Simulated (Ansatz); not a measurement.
Crystal: FeO (Wuestite).

```
CELL_PARAMETERS angstrom
0.00000 2.15540 2.15540
2.15540 0.00000 2.15540
2.15540 2.15540 0.00000
ATOMIC_POSITIONS crystal
Fe 0.00000 0.00000 0.00000
O 0.50000 0.50000 0.50000
```

```yaml
Program: Ansatz 0.2.0
Task: single point
Functional: PBE
Potentials_or_basis: Ansatz PAW
Cutoff: "420 eV (not typed: the program's choice for these potentials)"
k_mesh: 11 × 11 × 11
Occupations: fermi-dirac, width 0.05 eV
Spin: collinear spin, ferromagnetic start
Starting_moments: "[3.0, 0.0] μB"
```

On this cell: pressure -0.2 GPa; largest force zero by symmetry; net moment 4.00 μB per cell; site moments Fe +3.45; O +0.32 μB; band gap on the k mesh none (metal or under the smearing width).

The same run follows on a disturbed copy (atoms moved at random, drawn with an rms of 0.05 Å):

```
CELL_PARAMETERS angstrom
0.00000 2.15540 2.15540
2.15540 0.00000 2.15540
2.15540 2.15540 0.00000
ATOMIC_POSITIONS crystal
Fe 0.01050 0.99977 0.02106
O 0.51406 0.51299 0.49061
```

Task: What changes?

Result: The energy (extrapolated to zero smearing) moves by +4.4 meV/atom; pressure 0.3 GPa; largest force 0.229 eV/Å; net moment 4.00 μB per cell; site moments Fe +3.41; O +0.32 μB; band gap on the k mesh none (metal or under the smearing width).

Forces on the atoms (eV/Å):
```
Fe  -0.108 -0.172  0.105
O    0.108  0.172 -0.105
```

Stress tensor (GPa, compression positive):
```
 0.11 -0.16  0.10
-0.16  0.64  0.15
 0.10  0.15  0.09
```

Caveats: a cell with one magnetic atom can't hold antiferromagnetic order, which such compounds often take; semilocal functionals often make such compounds metallic where correlation or magnetic order opens a gap, which also shifts bond lengths.
